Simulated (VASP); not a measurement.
# S2SiH2 in VASP: further runs

Aim: see how the results for S2SiH2 move with the level of theory and the settings. Levels: B3LYP+D4, HSE06+D4, LDA, PBE0+D3(BJ), r2SCAN0+D3(BJ). Tasks: single point.

All numbers are computed with VASP 6.6.1; they aren't measurements. Logs are shortened: lines on timing, memory, paths and dates and some standing lists are left out, and cuts for length are marked.

## Step 1: The structure

The cell holds a molecule in a box, 5 atoms: a = 13.000 Å, b = 12.000 Å, c = 11.000 Å, α = 90.00°, β = 90.00°, γ = 90.00°.

## Step 2: Single point, B3LYP+D4

Contents of POSCAR:

```
SiH2S2
1.0
   13.0000000000      0.0000000000      0.0000000000
    0.0000000000     12.0000000000      0.0000000000
    0.0000000000      0.0000000000     11.0000000000
S Si H
2 1 2
Direct
    0.4548153800      0.4133041700      0.4580227300
    0.6138307700      0.5917291700      0.5739681800
    0.4537000000      0.5793625000      0.5288409100
    0.3537384600      0.4117708300      0.4322136400
    0.6482615400      0.4907958300      0.5393045500
```

Contents of INCAR.step1:

```
SYSTEM = SiH2S2
PREC = Accurate
ENCUT = 520
EDIFF = 1E-5
ISMEAR = 0
SIGMA = 0.01
LREAL = .False.
LASPH = .True.
NELM = 80
ALGO = Normal
ISIF = 2
LWAVE = .True.
LCHARG = .False.
GGA = PE
```

Contents of INCAR.step2:

```
SYSTEM = SiH2S2
PREC = Accurate
ENCUT = 520
EDIFF = 1E-6
ISMEAR = 0
SIGMA = 0.01
LREAL = .False.
LASPH = .True.
NELM = 80
ALGO = Normal
ISIF = 2
LWAVE = .False.
LCHARG = .False.
GGA = B3
LHFCALC = .True.
AEXX = 0.2
AGGAX = 0.72
AGGAC = 0.81
ALDAC = 0.19
PRECFOCK = Normal
HFRCUT = -1
IVDW = 13
ISTART = 1
```

Contents of KPOINTS:

```
Automatic mesh
0
Gamma
  1 1 1
  0 0 0
```

Potentials or basis: VASP PAW PBE potentials, release 64 (S, Si, H).

Launch:

```bash
> cat potpaw_PBE.64/S/POTCAR potpaw_PBE.64/Si/POTCAR potpaw_PBE.64/H/POTCAR > POTCAR
> cp INCAR.step1 INCAR
> mpirun -np 1 vasp_gam > vasp.out
> cp INCAR.step2 INCAR
> mpirun -np 1 vasp_gam > vasp.out
```

OUTCAR:

```text
SYSTEM = SiH2S2
   PREC = Accurate
   ENCUT = 520
   EDIFF = 1E-6
   ISMEAR = 0
   LREAL = .False.
   LASPH = .True.
   NELM = 80
   ISIF = 2
   GGA = B3
   LHFCALC = .True.
   AEXX = 0.2
   PRECFOCK = Normal
   IVDW = 13
   ISTART = 1

 ion  position               nearest neighbor table
   1  0.455  0.413  0.458-   4 1.34   3 2.14
   2  0.614  0.592  0.574-   5 1.35   3 2.15
   3  0.454  0.579  0.529-   1 2.14   2 2.15
   4  0.354  0.412  0.432-   1 1.34
   5  0.648  0.491  0.539-   2 1.35

  LATTYP: Found a simple orthorhombic cell.
 ALAT       =    11.0000000000
 B/A-ratio  =     1.0909090909
 C/A-ratio  =     1.1818181818

  Lattice vectors:

 A1 = (   0.0000000000,   0.0000000000, -11.0000000000)
 A2 = (   0.0000000000,  12.0000000000,   0.0000000000)
 A3 = (  13.0000000000,   0.0000000000,   0.0000000000)

Analysis of symmetry for initial positions (statically):
=====================================================================
 Subroutine PRICEL returns:
 Original cell was already a primitive cell.

 Routine SETGRP: Setting up the symmetry group for a
 simple orthorhombic supercell.

 Subroutine GETGRP returns: Found  1 space group operations
 (whereof  1 operations were pure point group operations)
 out of a pool of  8 trial point group operations.

The static configuration has the point symmetry C_1 .

Analysis of symmetry for dynamics (positions and initial velocities):
=====================================================================
 Subroutine PRICEL returns:
 Original cell was already a primitive cell.

 Routine SETGRP: Setting up the symmetry group for a
 simple orthorhombic supercell.

 Subroutine GETGRP returns: Found  1 space group operations
 (whereof  1 operations were pure point group operations)
 out of a pool of  8 trial point group operations.

The dynamic configuration has the point symmetry C_1 .

 Subroutine INISYM returns: Found  1 space group operations
 (whereof  1 operations are pure point group operations),
 and found     1 'primitive' translations

----------------------------------------------------------------------------------------

                                     Primitive cell

  volume of cell :    1716.0000

  direct lattice vectors                    reciprocal lattice vectors
    13.000000000  0.000000000  0.000000000     0.076923077  0.000000000  0.000000000
     0.000000000 12.000000000  0.000000000     0.000000000  0.083333333  0.000000000
     0.000000000  0.000000000 11.000000000     0.000000000  0.000000000  0.090909091

  length of vectors
    13.000000000 12.000000000 11.000000000     0.076923077  0.083333333  0.090909091

  position of ions in fractional coordinates (direct lattice)
     0.454815380  0.413304170  0.458022730
     0.613830770  0.591729170  0.573968180
     0.453700000  0.579362500  0.528840910
     0.353738460  0.411770830  0.432213640
     0.648261540  0.490795830  0.539304550

  ion indices of the primitive-cell ions
   primitive index   ion index
                 1           1
                 2           2
                 3           3
                 4           4
                 5           5

----------------------------------------------------------------------------------------

 KPOINTS: Automatic mesh

Automatic generation of k-mesh.
 Grid dimensions read from file:
 generate k-points for:    1    1    1

 Generating k-lattice:

  Cartesian coordinates                     Fractional coordinates (reciprocal lattice)
     0.076923077  0.000000000  0.000000000     1.000000000  0.000000000  0.000000000
     0.000000000  0.083333333  0.000000000     0.000000000  1.000000000  0.000000000
     0.000000000  0.000000000  0.090909091     0.000000000  0.000000000  1.000000000

  Length of vectors
     0.076923077  0.083333333  0.090909091

  Shift w.r.t. Gamma in fractional coordinates (k-lattice)
     0.000000000  0.000000000  0.000000000

 Subroutine IBZKPT returns following result:
 ===========================================

 Found      1 irreducible k-points:

 Following reciprocal coordinates:
            Coordinates               Weight
  0.000000  0.000000  0.000000      1.000000
   k-points           NKPTS =      1   k-points in BZ     NKDIM =      1   number of bands    NBANDS=     13
   number of dos      NEDOS =    301   number of ions     NIONS =      5
   total plane-waves  NPLWV = 740880
   dimension x,y,z NGX =    98 NGY =   90 NGZ =   84
   dimension x,y,z NGXF=   196 NGYF=  180 NGZF=  168
   ions per type =               2   1   2
   NGX,Y,Z   is equivalent  to a cutoff of  12.53, 12.47, 12.70 a.u.
   NGXF,Y,Z  is equivalent  to a cutoff of  25.06, 24.94, 25.39 a.u.
 SYSTEM =  SiH2S2
   PREC   = accura    normal or accurate (medium, high low for compatibility)
   ISTART =      1    job   : 0-new  1-cont  2-samecut
   ICHARG =      0    charge: 1-file 2-atom 10-const
   ISPIN  =      1    spin polarized calculation?
   LNONCOLLINEAR =      F non collinear calculations
   LSORBIT =      F    spin-orbit coupling
   LASPH  =      T    aspherical Exc in radial PAW
   ENCUT  =  520.0 eV  38.22 Ry    6.18 a.u.  24.17 22.31 20.45*2*pi/ulx,y,z
   NELM   =     80;   NELMIN=  2; NELMDL=  0     # of ELM steps
   EDIFF  = 0.1E-05   stopping-criterion for ELM
   LREAL  =      F    real-space projection
   EDIFFG = 0.1E-04   stopping-criterion for IOM
   NSW    =      0    number of steps for IOM
   IBRION =     -1    ionic relax: 0-MD 1-quasi-New 2-CG
   NFREE  =      0    steps in history (QN), initial steepest desc. (CG)
   ISIF   =      2    stress and relaxation
   ISYM   =      3    0-nonsym 1-usesym 2-fastsym
   POTIM  = 0.5000    time-step for ionic-motion
   TEBEG  =    0.0;   TEEND  =   0.0 temperature during run
   PSTRESS=    0.0 pullay stress
   NELECT =      18.0000    total number of electrons
   NUPDOWN=      -1.0000    fix difference up-down
   EMIN   =  10.00;   EMAX   =-10.00  energy-range for DOS
   EFERMI =   0.00;   METHOD = LEGACY
   ISMEAR =     0;   SIGMA  =   0.01  broadening in eV -4-tet -1-fermi 0-gaus
   EFERMI_NEDOS =   21; number of points for ismear=-14 and -15
   IALGO  =     38    algorithm
   IMIX   =      1    mixing-type and parameters
     AMIX     =   0.40;   BMIX     =  1.00
     AMIX_MAG =   1.60;   BMIX_MAG =  1.00
  volume/ion in A,a.u.               =     343.20      2316.03
  Fermi-wavevector in a.u.,A,eV,Ry     =   0.358366  0.677213  1.747343  0.128426
  Thomas-Fermi vector in A             =   1.276489
   LORBIT       =      0    0 simple, 1 ext, 2 COOP (PROOUT), +10 PAW based schemes
   GGA     = B3    functional components
   LHFCALC =     T    Hartree Fock is set to
   PRECFOCK=normal    Normal, Fast or Accurate (Low or Medium for compatibility)
   ENCUT4O =  -1.0   cutoff for four orbital integrals eV
   NKREDX  =     1    reduce k-point grid by
   NKREDY  =     1    reduce k-point grid by
   NKREDZ  =     1    reduce k-point grid by
   AEXX    =    0.2000 exact exchange contribution
   HFSCREEN=    0.0000 screening length (either q_TF or 0.3 A-1)
   HFSCREENC=   0.0000 screening length for correlation (either q_TF or 0.3 A-1)
   ENCUTFOCK=  -1.0 apply spherical cutoff to Coloumb kernel
   IVDW    =    13    specifies the selected vdW correction
   LEPSILON=     F    determine dielectric tensor
   LRPA    =     F    only Hartree local field effects (RPA)
 non-spin polarized calculation
 Gauss-broadening in eV      SIGMA  =   0.01
  energy-cutoff  :      520.00
  volume of cell :     1716.00
 maximum number of plane-waves:     23131
 NGX is ok and might be reduce to    98
  NGX = 80; NGY = 70; NGZ = 64

 number of electron      18.0000000 magnetization

 Free energy of the ion-electron system (eV)
  ---------------------------------------------------
  ext. energy  EPLUGINS =         0.00000000
  ---------------------------------------------------
  free energy    TOTEN  =       -24.52341419 eV

  energy without entropy =      -24.52341419  energy(sigma->0) =      -24.52341419

 E-fermi :  -6.5384     XC(G=0):  -0.7199

 val. band max:       -6.5853136142   @ k =   0.0000   0.0000   0.0000
 cond. band min:      -2.0106745928   @ k =   0.0000   0.0000   0.0000
 fundamental gap:      4.5746390214
 Fermi energy:        -6.5384211584

 k-point     1 :       0.0000    0.0000    0.0000
  band No.  band energies     occupation
      1     -20.4324      2.00000
      2     -19.5724      2.00000
      3     -13.0885      2.00000
      4     -11.6502      2.00000
      5     -10.2083      2.00000
      6      -8.5466      2.00000
      7      -8.1744      2.00000
      8      -7.0991      2.00000
      9      -6.5853      2.00000
     10      -2.0107      0.00000
     11      -0.4914      0.00000
     12      -0.2319      0.00000
     13       0.2048      0.00000

------------------------ aborting loop because EDIFF is reached ----------------------------------------

  DFT-D4 for vdW energy calculation

  Edisp (eV):   -0.25417

  FORCE on cell =-STRESS in cart. coord.  units (eV):
  Direction    XX          YY          ZZ          XY          YZ          ZX
  --------------------------------------------------------------------------------------
  -------------------------------------------------------------------------------------
  Total       0.20326     0.11458    -0.05513     0.16489     0.12372     0.12335
  in kB       0.18978     0.10698    -0.05147     0.15395     0.11551     0.11517
  external pressure =        0.08 kB  Pullay stress =        0.00 kB

 VOLUME and BASIS-vectors are now :
 -----------------------------------------------------------------------------
  energy-cutoff  :      520.00
  volume of cell :     1716.00
      direct lattice vectors                 reciprocal lattice vectors
    13.000000000  0.000000000  0.000000000     0.076923077  0.000000000  0.000000000
     0.000000000 12.000000000  0.000000000     0.000000000  0.083333333  0.000000000
     0.000000000  0.000000000 11.000000000     0.000000000  0.000000000  0.090909091

 POSITION                                       TOTAL-FORCE (eV/Angst)
 -----------------------------------------------------------------------------------
      5.91260      4.95965      5.03825        -0.187932     -0.150804     -0.096187
      7.97980      7.10075      6.31365         0.227015     -0.088604      0.012779
      5.89810      6.95235      5.81725        -0.151425      0.147478      0.022754
      4.59860      4.94125      4.75435         0.126933     -0.031305      0.014643
      8.42740      5.88955      5.93235        -0.014591      0.123234      0.046011
 -----------------------------------------------------------------------------------
    total drift:                               -0.000541      0.000134     -0.000128

  FREE ENERGIE OF THE ION-ELECTRON SYSTEM (eV)
  ---------------------------------------------------
  free  energy   TOTEN  =       -24.7775816749 eV

  energy  without entropy=      -24.7775816749  energy(sigma->0) =      -24.77758167
```

Wall time 6.5 min (1 thread of Intel Xeon 6975P-C (Granite Rapids), shared host); peak memory 1.2 GiB.

Results:

| Item | Value |
| --- | --- |
| Free energy | -24.7776 eV |
| Largest force | 0.259 eV/Å |
| Gap between the frontier levels | 4.57 eV |
| Dispersion energy per atom | -0.051 eV |

Forces in eV/Å, atoms in the order of the input:
```
S   -0.188 -0.151 -0.096
S    0.227 -0.089  0.013
Si  -0.151  0.147  0.023
H    0.127 -0.031  0.015
H   -0.015  0.123  0.046
```

Caveat: the PAW data sets were made with another functional, which shifts forces and pressure a little.

## Step 3: Single point, HSE06+D4

Contents of POSCAR:

```
SiH2S2
1.0
   13.0000000000      0.0000000000      0.0000000000
    0.0000000000     12.0000000000      0.0000000000
    0.0000000000      0.0000000000     11.0000000000
S Si H
2 1 2
Cartesian
    5.9125999400      4.9596500400      5.0382500300
    7.9798000100      7.1007500400      6.3136499800
    5.8981000000      6.9523500000      5.8172500100
    4.5985999800      4.9412499600      4.7543500400
    8.4274000200      5.8895499600      5.9323500500
```

Contents of INCAR.step1:

```
SYSTEM = SiH2S2
ALGO = Normal ; EDIFF = 1E-5
ENCUT = 520 ; GGA = PE
ISIF = 2 ; ISMEAR = 0
LASPH = .True. ; LCHARG = .False.
LREAL = .False. ; LWAVE = .True.
NBANDS = 17 ; NELM = 80
PREC = Accurate ; SIGMA = 0.01
```

Contents of INCAR.step2:

```
SYSTEM = SiH2S2
ALGO = Normal ; EDIFF = 1E-6
ENCUT = 520 ; GGA = PE
HFSCREEN = 0.2 ; ISIF = 2
ISMEAR = 0 ; ISTART = 1
IVDW = 13 ; LASPH = .True.
LCHARG = .False. ; LHFCALC = .True.
LREAL = .False. ; LWAVE = .False.
NBANDS = 17 ; NELM = 80
PREC = Accurate ; PRECFOCK = Fast
SIGMA = 0.01
```

Contents of KPOINTS:

```
k-points
0
Gamma
  1 1 1
  0 0 0
```

Potentials or basis: VASP PAW PBE potentials, release 64 (S, Si, H).

Launch:

```bash
> cat potpaw_PBE.64/S/POTCAR potpaw_PBE.64/Si/POTCAR potpaw_PBE.64/H/POTCAR > POTCAR
> cp INCAR.step1 INCAR
> mpirun -np 1 vasp_gam > vasp.out
> cp INCAR.step2 INCAR
> mpirun -np 1 vasp_gam > vasp.out
```

Run time: 6.4 min. Hardware: 1 thread of Intel Xeon 6975P-C (Granite Rapids), shared host; peak memory 1.4 GiB.

It converged, with:

```yaml
Free_energy: -24.8189 eV
Largest_force: 0.130 eV/Å
Gap_between_the_frontier_levels: 4.17 eV
Dispersion_energy_per_atom: -0.025 eV
```

Forces on the atoms (eV/Å):
```
S   -0.110  0.069  0.005
S   -0.007 -0.101 -0.040
Si   0.049 -0.074 -0.019
H    0.114  0.005  0.017
H   -0.046  0.101  0.037
```

Levels at points of the mesh, in eV from the valence-band top:
| k point | band 5 | band 6 | band 7 | band 8 | band 9 | band 10 | band 11 | band 12 | band 13 | band 14 |
| --- | --- | --- | --- | --- | --- | --- | --- | --- | --- | --- |
| (0.00, 0.00, 0.00) | -3.72 | -2.04 | -1.69 | -0.60 | 0.00 | 4.17 | 5.75 | 6.04 | 6.45 | 6.91 |

Caveat: the PAW data sets were made with another functional, which shifts forces and pressure a little.

## Step 4: Single point, LDA

Contents of INCAR:

```
ALGO = Normal
EDIFF = 1E-6
ENCUT = 520
GGA = CA
ISIF = 2
ISMEAR = 0
LASPH = True
LCHARG = True
LELF = True
LREAL = False
LVACPOTAV = True
LVHAR = True
LWAVE = False
NELM = 60
PREC = Accurate
SIGMA = 0.01
```

Contents of KPOINTS:

```
k-points
0
Gamma
  1 1 1
```

Contents of POSCAR:

```
SiH2S2
1.0
   13.0000000000      0.0000000000      0.0000000000
    0.0000000000     12.0000000000      0.0000000000
    0.0000000000      0.0000000000     11.0000000000
S Si H
2 1 2
Direct
    0.4548153800      0.4133041700      0.4580227300
    0.6138307700      0.5917291700      0.5739681800
    0.4537000000      0.5793625000      0.5288409100
    0.3537384600      0.4117708300      0.4322136400
    0.6482615400      0.4907958300      0.5393045500
```

Potentials or basis: VASP PAW LDA potentials, release 64 (S, Si, H).

Launch:

```bash
> cat potpaw_LDA.64/S/POTCAR potpaw_LDA.64/Si/POTCAR potpaw_LDA.64/H/POTCAR > POTCAR
> mpirun -np 1 vasp_gam > vasp.out
```

It took 75 s on 1 thread of Intel Xeon 6975P-C (Granite Rapids), shared host; peak memory 0.83 GiB.

It converged, with:

```yaml
Free_energy: -21.4924 eV
Largest_force: 0.346 eV/Å
Gap_between_the_frontier_levels: 3.09 eV
```

Forces in eV/Å, atoms in the order of the input:
```
S    0.317  0.092  0.103
S   -0.171  0.213  0.048
Si   0.036 -0.062 -0.017
H   -0.242  0.017 -0.045
H    0.061 -0.260 -0.089
```

Levels at points of the mesh, in eV from the valence-band top:
```
           k point  band 6  band 7  band 8  band 9  band 10  band 11  band 12  band 13
(0.00, 0.00, 0.00)   -1.86   -1.55   -0.51    0.00     3.09     4.58     5.07     5.41
```

[end of part 1 of 2]
